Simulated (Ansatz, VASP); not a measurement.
# NaI: VASP beside Ansatz

```
Na I
1.0
     0.00000    3.22972    3.22972
     3.22972    0.00000    3.22972
     3.22972    3.22972    0.00000
Na I
1 1
Direct
  0.00000 0.00000 0.00000
  0.50000 0.50000 0.50000
```

The cell was built by a generator and needn't be a form met in nature.

Alike in both runs: task single point; functional PBE; k mesh 8 × 8 × 8; occupations fermi-dirac, width 0.02 eV; no spin polarisation.

```csv
,VASP,Ansatz
version,VASP 6.6.1,Ansatz 0.2.0
potentials or method,"VASP PAW PBE potentials, release 64 (Na_pv, I)","plane waves, PAW"
plane-wave cutoff (eV),520,420
valence electrons in the cell,14,26
```

|  | VASP | Ansatz | Ansatz less VASP |
| --- | --- | --- | --- |
| gap on the k mesh at the Fermi level (eV) | 3.66 | 3.66 | +0.004 |
| pressure (GPa) | 0.5 | 0.5 | -0.01 |

The two sets of potentials don't hold the same shells in valence.

Caveats: spin-orbit coupling is left out, which moves the levels of the heavy elements. Expect the measured gap to be larger: semilocal functionals such as PBE lack the derivative discontinuity.
